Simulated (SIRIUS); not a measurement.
# Si2Mo (I4/mmm) in SIRIUS: convergence with smearing width

Aim: find how far smearing width must go before the results for Si2Mo settle, at LDA. This setting moves, with any that are tied to it; all else stays.

All numbers are computed with SIRIUS 7.10.0; they aren't measurements. Logs are shortened: lines on timing, memory, paths and dates and some standing lists are left out, and cuts for length are marked. The log counts tension as positive stress, the text compression.

## Step 1: The structure

Symmetry: I4/mmm, No. 139, tetragonal system. Conventional cell: a = 3.200 Å, b = 3.200 Å, c = 7.861 Å, α = 90.00°, β = 90.00°, γ = 90.00°. Around Mo (site symmetry 4/mmm) lie 10 Si at 2.62 Å. Around Si (site symmetry 4mm) lie 5 Si at 2.61 to 2.63 Å and 5 Mo at 2.62 Å.

## Step 2: With smearing width 0.4 eV

sirius.json reads:

```json
{
  "control": {
    "processing_unit": "cpu",
    "verbosity": 2,
    "num_bands_to_print": 19,
    "print_forces": true,
    "print_stress": true
  },
  "parameters": {
    "electronic_structure_method": "pseudopotential",
    "xc_functionals": ["XC_LDA_X", "XC_LDA_C_PW"],
    "gk_cutoff": 9.0,
    "pw_cutoff": 18.0,
    "ngridk": [6, 6, 6],
    "shiftk": [0, 0, 0],
    "smearing": "fermi_dirac",
    "smearing_width": 0.0146997289,
    "num_bands": 19,
    "num_mag_dims": 0,
    "num_dft_iter": 100,
    "energy_tol": 1e-08,
    "density_tol": 1e-06
  },
  "iterative_solver": {
    "type": "davidson",
    "min_tolerance": 1e-10
  },
  "mixer": {
    "type": "anderson",
    "beta": 0.7,
    "max_history": 8
  },
  "settings": {
    "tol_ne": 1e-10
  },
  "unit_cell": {
    "lattice_vectors": [
      [-0.352789122098, 0.352789122098, 0.866648527754],
      [0.352789122098, -0.352789122098, 0.866648527754],
      [0.352789122098, 0.352789122098, -0.866648527754]
    ],
    "lattice_vectors_scale": 8.5704507594,
    "atom_coordinate_units": "lattice",
    "atom_types": ["Mo", "Si"],
    "atom_files": {
      "Mo": "Mo.json",
      "Si": "Si.json"
    },
    "atoms": {
      "Mo": [
        [0.0, 0.0, 0.0]
      ],
      "Si": [
        [0.667, 0.667, 0.0],
        [0.333, 0.333, 0.0]
      ]
    }
  }
}
```

Potentials or basis: PseudoDojo 0.4.1 LDA stringent (scalar relativistic).

Started as:

```
upf_to_json Mo.upf
upf_to_json Si.upf
OMP_NUM_THREADS=1 sirius.scf --input=sirius.json --output=out.json --task=0
```

Output:

```text
[info] SIRIUS version : 7.10.0
[info] number of MPI ranks           : 1
[info] MPI grid                      : 1 1
[info] maximum number of OMP threads : 1
[fft] FFT context for density and potential
[fft] =====================================
[fft]   comm size                             : 1
[fft]   plane wave cutoff                     : 18
[fft]   grid size                             : 54 54 54   total : 157464
[fft]   grid limits                           : -26 27   -26 27   -26 27
[fft]   number of G-vectors within the cutoff : 13406
[fft]   local number of G-vectors             : 13406
[fft]   number of G-shells                    : 1967
[fft] FFT context for coarse grid
[fft] =====================================
[fft]   comm size                             : 1
[fft]   plane wave cutoff                     : 18
[fft]   grid size                             : 54 54 54   total : 157464
[fft]   grid limits                           : -26 27   -26 27   -26 27
[fft]   number of G-vectors within the cutoff : 13406
[fft]   local number of G-vectors             : 13406
[fft]   number of G-shells                    : 1967
[unit cell] lattice vectors
[unit cell]   a1 :      -3.0235617994      3.0235617994      7.4275685328
[unit cell]   a2 :       3.0235617994     -3.0235617994      7.4275685328
[unit cell]   a3 :       3.0235617994      3.0235617994     -7.4275685328
[unit cell] reciprocal lattice vectors
[unit cell]   b1 :       0.0000000000      1.0390370239      0.4229638057
[unit cell]   b2 :       1.0390370239      0.0000000000      0.4229638057
[unit cell]   b3 :       1.0390370239      1.0390370239     -0.0000000000
[unit cell] unit cell volume :       271.60912620 [a.u.^3]
[unit cell] 1/sqrt(omega)    :         0.06067752
[unit cell] MT volume        :         0.00000000 ( 0.00%)
[unit cell] IT volume        :       271.60912620 (100.00%)
[unit cell] number of atom types : 2
[unit cell] type id : 0 symbol : Mo mt_radius :  16.010000 num_atoms : 1
[unit cell] type id : 1 symbol : Si mt_radius :  15.090000 num_atoms : 2
[unit cell] total number of atoms : 3
[unit cell] number of symmetry classes : 2
[unit cell] number of PAW atoms : 0
[unit cell] atom id  type id  class id             position                      vector_field
[unit cell] ------------------------------------------------------------------------------------------
[unit cell]      0        0        0      0.00000   0.00000   0.00000      0.00000   0.00000   0.00000
[unit cell]      1        1        1      0.66700   0.66700   0.00000      0.00000   0.00000   0.00000
[unit cell]      2        1        1      0.33300   0.33300   0.00000      0.00000   0.00000   0.00000
[unit cell] atom id         position (Cartesian, a.u.)
[unit cell] ---------------------------------------------
[unit cell]      0       0.000000    0.000000    0.000000
[unit cell]      1      -0.000000    0.000000    9.908376
[unit cell]      2       0.000000   -0.000000    4.946761
[... 385 lines left out ...]
[find] Total energy                   :     -78.94963243 (Ha),    -157.89926486 (Ry)
[find] Free energy (E-TS)             :     -78.96513681 (Ha),    -157.93027361 (Ry)
[find] band gap (eV)                  :       0.00000000
[find] Efermi                         :       0.58211421
[find] iteration : 17, RMS : 7.858254620117e-08, energy difference : 4.911839823762e-10
[find] Hartree energy of density residual : 1.751692134485e-12
[find] bands are converged : true
[find] iterative solver converged : true
[find] converged after 18 SCF iterations!
[find] Charges and magnetic moments
[find] --------------------------------------------------------------------------------
[find] total charge          : 22.000000
[find] Energy
[find] --------------------------------------------------------------------------------
[find] valence_eval_sum               :      -1.79775890
[find] <rho|V^{XC}>                   :     -14.16313274
[find] <rho|E^{XC}>                   :     -13.55052552
[find] <mag|B^{XC}>                   :       0.00000000
[find] <rho|V^{H}>                    :      30.02841570
[find] one-electron contribution      :     -17.66304186 (Ha),     -35.32608373 (Ry)
[find] hartree contribution           :      15.01420785
[find] xc contribution                :     -13.55052552
[find] ewald contribution             :     -62.75028046
[find] PAW contribution               :       0.00000000
[find] smearing (-TS)                 :      -0.01550437
[find] SCF correction                 :       0.00000756
[find] Total energy                   :     -78.94963243 (Ha),    -157.89926486 (Ry)
[find] Free energy (E-TS)             :     -78.96513681 (Ha),    -157.93027361 (Ry)
[find] band gap (eV)                  :       0.00000000
[find] Efermi                         :       0.58211421
[ground_state] === stress tensor components [kbar] ===
[ground_state] === stress_kin ===
[ground_state] -18559.590694   -0.000000    0.000000
[ground_state]    -0.000000-18559.590694    0.000000
[ground_state]     0.000000    0.000000-18569.465992
[ground_state] === stress_har ===
[ground_state] -6850.563693   -0.000000    0.000000
[ground_state]    -0.000000-6850.563693    0.000000
[ground_state]     0.000000    0.000000-2562.434670
[ground_state] === stress_ewald ===
[ground_state] 21203.221184    0.000000   -0.000000
[ground_state]     0.00000021203.221184   -0.000000
[ground_state]    -0.000000   -0.00000025565.380740
[ground_state] === stress_vloc ===
[ground_state] 14401.155570    0.000000   -0.000000
[ground_state]     0.00000014401.155570   -0.000000
[ground_state]    -0.000000   -0.000000 5783.540613
[ground_state] === stress_xc ===
[ground_state]   663.583163    0.000000   -0.000000
[ground_state]     0.000000  663.583163   -0.000000
[ground_state]    -0.000000   -0.000000  663.583163
[ground_state] === stress_core ===
[ground_state]  3591.860384    0.000000   -0.000000
[ground_state]     0.000000 3591.860384   -0.000000
[ground_state]    -0.000000   -0.000000 3595.886233
[ground_state] === stress_nonloc ===
[ground_state] -14402.856003   -0.000000    0.000000
[ground_state]    -0.000000-14402.856003    0.000000
[ground_state]     0.000000    0.000000-14431.347755
[ground_state] === stress_us_nl ===
[ground_state] -14402.856003   -0.000000    0.000000
[ground_state]    -0.000000-14402.856003    0.000000
[ground_state]     0.000000    0.000000-14431.347755
[ground_state] === stress_total ===
[ground_state]    46.809911   -0.000000    0.000000
[ground_state]    -0.000000   46.809911   -0.000000
[ground_state]     0.000000   -0.000000   45.142333
[ground_state] ==== total Forces in Ha/bohr =====
[ground_state] atom:    0, force:       0.0000000      0.0000000      0.0000000
[ground_state] atom:    1, force:      -0.0000000      0.0000000     -0.0046366
[ground_state] atom:    2, force:       0.0000000     -0.0000000      0.0046366
[ground_state] ==== ultrasoft contribution from Qij =====
[ground_state] atom:    0, force:       0.0000000      0.0000000      0.0000000
[ground_state] atom:    1, force:       0.0000000      0.0000000      0.0000000
[ground_state] atom:    2, force:       0.0000000      0.0000000      0.0000000
[ground_state] ==== non-local contribution from Beta-projector =====
[ground_state] atom:    0, force:       0.0000000      0.0000000      0.0000000
[ground_state] atom:    1, force:      -0.0000000      0.0000000     -0.0012045
[ground_state] atom:    2, force:       0.0000000     -0.0000000      0.0012045
[ground_state] ==== contribution from local potential =====
[ground_state] atom:    0, force:       0.0000000      0.0000000      0.0000000
[ground_state] atom:    1, force:      -0.0000000     -0.0000000     -0.7325503
[ground_state] atom:    2, force:       0.0000000      0.0000000      0.7325503
[ground_state] ==== contribution from core density =====
[ground_state] atom:    0, force:       0.0000000      0.0000000      0.0000000
[ground_state] atom:    1, force:       0.0000000     -0.0000000     -0.0003485
[ground_state] atom:    2, force:       0.0000000      0.0000000      0.0003485
[ground_state] ==== Ewald forces from ions =====
[ground_state] atom:    0, force:       0.0000000      0.0000000      0.0000000
[ground_state] atom:    1, force:       0.0000000      0.0000000      0.7294669
[ground_state] atom:    2, force:       0.0000000      0.0000000     -0.7294669
[~DFT_ground_state] local op. applied: 21702
[~DFT_ground_state] evp. work count: 4456.5
[~DFT_ground_state] number of iterative solver steps: 1327
```

Wall time 77 s (1 thread of Arm Neoverse V2, shared host); peak memory 0.44 GiB.

What came out:

```
Free energy            : -2148.7508 eV
Pressure               : -4.6 GPa
Largest force          : 0.238 eV/Å
Band gap on the k mesh : none (metal or under the smearing width)
```

## Step 3: With smearing width 0.3 eV

sirius.json: that of step 2 with these lines changed.

```diff
@@ -16,3 +16,3 @@
     "smearing": "fermi_dirac",
-    "smearing_width": 0.0146997289,
+    "smearing_width": 0.0110247967,
     "num_bands": 19,
```

Potentials or basis: PseudoDojo 0.4.1 LDA stringent (scalar relativistic).

Started as:

```
upf_to_json Mo.upf
upf_to_json Si.upf
OMP_NUM_THREADS=1 sirius.scf --input=sirius.json --output=out.json --task=0
```

Wall time 78 s (1 thread of Arm Neoverse V2, shared host); peak memory 0.44 GiB.

The run converged. Its results:

```
Free energy            : -2148.6674 eV
Pressure               : -5.5 GPa
Largest force          : 0.289 eV/Å
Band gap on the k mesh : none (metal or under the smearing width)
```

## Step 4: With smearing width 0.2 eV

sirius.json: that of step 3 with these lines changed.

```diff
@@ -16,3 +16,3 @@
     "smearing": "fermi_dirac",
-    "smearing_width": 0.0110247967,
+    "smearing_width": 0.0073498644,
     "num_bands": 19,
@@ -37,7 +37,6 @@
     "lattice_vectors": [
-      [-0.352789122098, 0.352789122098, 0.866648527754],
-      [0.352789122098, -0.352789122098, 0.866648527754],
-      [0.352789122098, 0.352789122098, -0.866648527754]
+      [-3.023561799401, 3.023561799401, 7.427568532842],
+      [3.023561799401, -3.023561799401, 7.427568532842],
+      [3.023561799401, 3.023561799401, -7.427568532842]
     ],
-    "lattice_vectors_scale": 8.5704507594,
     "atom_coordinate_units": "lattice",
```

Started as:

```
upf_to_json Mo.upf
upf_to_json Si.upf
OMP_NUM_THREADS=1 sirius.scf --input=sirius.json --output=out.json --task=0
```

Wall time 77 s (1 thread of Arm Neoverse V2, shared host); peak memory 0.44 GiB.

It converged, with:

```yaml
Free_energy: -2148.6208 eV
Pressure: -6.0 GPa
Largest_force: 0.330 eV/Å
Band_gap_on_the_k_mesh: none (metal or under the smearing width)
```

## Step 5: With smearing width 0.136 eV

sirius.json: that of step 4 with these lines changed.

```diff
@@ -16,3 +16,3 @@
     "smearing": "fermi_dirac",
-    "smearing_width": 0.0073498644,
+    "smearing_width": 0.0049979078,
     "num_bands": 19,
```

Started as:

```
upf_to_json Mo.upf
upf_to_json Si.upf
OMP_NUM_THREADS=1 sirius.scf --input=sirius.json --output=out.json --task=0
```

Wall time 75 s (1 thread of Arm Neoverse V2, shared host); peak memory 0.44 GiB.

The run converged. Its results:

| Quantity | Value |
| --- | --- |
| Free energy | -2148.6057 eV |
| Pressure | -6.2 GPa |
| Largest force | 0.350 eV/Å |
| Band gap on the k mesh | none (metal or under the smearing width) |

## Step 6: With smearing width 0.1 eV

sirius.json: that of step 5 with these lines changed.

```diff
@@ -16,3 +16,3 @@
     "smearing": "fermi_dirac",
-    "smearing_width": 0.0049979078,
+    "smearing_width": 0.0036749322,
     "num_bands": 19,
```

Potentials or basis: PseudoDojo 0.4.1 LDA stringent (scalar relativistic).

Started as:

```
upf_to_json Mo.upf
upf_to_json Si.upf
OMP_NUM_THREADS=1 sirius.scf --input=sirius.json --output=out.json --task=0
```

It took 73 s on 1 thread of Arm Neoverse V2, shared host; peak memory 0.44 GiB.

Results (log left out):

```
Free energy            : -2148.6013 eV
Pressure               : -6.3 GPa
Largest force          : 0.357 eV/Å
Band gap on the k mesh : none (metal or under the smearing width)
```

## Step 7: With smearing width 0.05 eV

sirius.json: that of step 6 with these lines changed.

```diff
@@ -16,3 +16,3 @@
     "smearing": "fermi_dirac",
-    "smearing_width": 0.0036749322,
+    "smearing_width": 0.0018374661,
     "num_bands": 19,
```

Started as:

```
upf_to_json Mo.upf
upf_to_json Si.upf
OMP_NUM_THREADS=1 sirius.scf --input=sirius.json --output=out.json --task=0
```

It took 70 s on 1 thread of Arm Neoverse V2, shared host; peak memory 0.44 GiB.

Results (log left out):

- Free energy: -2148.5989 eV
- Pressure: -6.4 GPa
- Largest force: 0.357 eV/Å
- Band gap on the k mesh: none (metal or under the smearing width)

## Step 8: With smearing width 0.025 eV

sirius.json: that of step 7 with these lines changed.

```diff
@@ -16,3 +16,3 @@
     "smearing": "fermi_dirac",
-    "smearing_width": 0.0018374661,
+    "smearing_width": 0.0009187331,
     "num_bands": 19,
```

Started as:

```
upf_to_json Mo.upf
upf_to_json Si.upf
OMP_NUM_THREADS=1 sirius.scf --input=sirius.json --output=out.json --task=0
```

It took 72 s on 1 thread of Arm Neoverse V2, shared host; peak memory 0.44 GiB.

It converged, with:

* Free energy: -2148.5987 eV
* Pressure: -6.4 GPa
* Largest force: 0.356 eV/Å
* Band gap on the k mesh: none (metal or under the smearing width)

## Step 9: With smearing width 0.01 eV

sirius.json: that of step 8 with these lines changed.

```diff
@@ -16,3 +16,3 @@
     "smearing": "fermi_dirac",
-    "smearing_width": 0.0009187331,
+    "smearing_width": 0.0003674932,
     "num_bands": 19,
```

Potentials or basis: PseudoDojo 0.4.1 LDA stringent (scalar relativistic).

Started as:

```
upf_to_json Mo.upf
upf_to_json Si.upf
OMP_NUM_THREADS=1 sirius.scf --input=sirius.json --output=out.json --task=0
```

It took 73 s on 1 thread of Arm Neoverse V2, shared host; peak memory 0.44 GiB.

It converged, with:

* Free energy: -2148.5987 eV
* Pressure: -6.4 GPa
* Largest force: 0.356 eV/Å
* Band gap on the k mesh: none (metal or under the smearing width)

## Step 10: Result

| smearing width | energy less the tightest run, at zero smearing (meV/atom) | pressure (GPa) | largest force (eV/Å) | SCF cycles | CPU time (s) | peak memory (GiB) |
| --- | --- | --- | --- | --- | --- | --- |
| 0.4 eV | 19.59 | -4.63 | 0.238 | 18 | 77 | 0.44 |
| 0.3 eV | 8.67 | -5.46 | 0.289 | 18 | 78 | 0.44 |
| 0.2 eV | 3.18 | -5.99 | 0.330 | 18 | 77 | 0.44 |
| 0.136 eV | 1.30 | -6.21 | 0.350 | 18 | 75 | 0.44 |
| 0.1 eV | 0.59 | -6.30 | 0.357 | 18 | 73 | 0.44 |
| 0.05 eV | 0.08 | -6.37 | 0.357 | 17 | 70 | 0.44 |
| 0.025 eV | 0.00 | -6.37 | 0.356 | 18 | 72 | 0.44 |
| 0.01 eV | 0.00 | -6.37 | 0.356 | 18 | 73 | 0.44 |

Against the tightest run, the energy stays within 1 meV/atom from 0.1 eV on; the pressure stays within 0.1 GPa from 0.1 eV on; the largest force stays within 0.005 eV/Å from 0.1 eV on. Narrower smearing needs a denser k mesh, so at a fixed mesh the narrowest width isn't the most accurate. The tightest run that finished is the yardstick and may itself not be fully converged.

Caveats: all runs use coarse meshes.
